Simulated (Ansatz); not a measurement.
Bi2Se3 (Paraguanajuatite):

```
Bi Se
1.0
     2.07150    1.19598    9.54533
    -2.07150    1.19598    9.54533
     0.00000   -2.39196    9.54533
Bi Se
2 3
Direct
  0.59920 0.59920 0.59920
  0.40080 0.40080 0.40080
  0.78830 0.78830 0.78830
  0.21170 0.21170 0.21170
  0.00000 0.00000 0.00000
```

- Program: Ansatz 0.2.0
- Task: relaxation of cell and atoms
- Functional: BLYP
- Potentials or basis: Ansatz PAW
- Cutoff: 420 eV (not typed: the program's choice for these potentials)
- k mesh: 8 × 8 × 8
- Occupations: fermi-dirac, width 0.05 eV
- Spin: no spin polarisation

At the start: volume 28.38 Å³/atom.

Q: Where does the relaxation end?

A: It ends after 22 steps and the volume is 43.29 Å³/atom (+52.6 %); space group R-3m (No. 166, to 0.05 Å).

Step by step:
```csv
step,energy change (eV),largest force (eV/Å),volume (Å³)
1,0.0000,0.3054,141.89
2,-0.2621,0.5012,162.79
3,-0.3250,0.0555,162.89
4,-0.3521,0.0110,165.54
5,-0.3744,0.0074,170.59
6,-0.3755,0.0943,175.38
7,-0.3779,0.0115,175.04
8,-0.3779,0.0026,175.27
9,-0.3897,0.0018,175.27
10,-0.3945,0.0070,178.73
11,-0.4014,0.0173,185.92
12,-0.4032,0.0298,188.52
13,-0.4056,0.0361,196.79
14,-0.4059,0.0061,196.86
15,-0.4105,0.0056,196.86
16,-0.4118,0.0036,200.45
17,-0.4132,0.0104,205.95
18,-0.4141,0.0186,213.33
19,-0.4139,0.0064,217.67
20,-0.4141,0.0076,216.12
21,-0.4141,0.0019,216.46
22,-0.4168,0.0017,216.46
```

Final structure:
```
Bi Se
1.0
     2.14694    1.23954   13.55634
    -2.14694    1.23954   13.55634
     0.00000   -2.47908   13.55634
Bi Se
2 3
Direct
  0.61763 0.61763 0.61763
  0.38237 0.38237 0.38237
  0.75386 0.75386 0.75386
  0.24614 0.24614 0.24614
  0.00000 0.00000 0.00000
```

Caveat: the volume moved by over 15 % at a fixed basis, so the end points are rough; the plane-wave basis is chosen anew once the cell has moved, so the energies of steps on either side of that aren't comparable; the volume moved by +53 % from the deposited cell, more than functionals usually miss; the PAW data sets come from PBE, with cores solved anew for the run's functional, which leaves a small shift of forces and pressure.
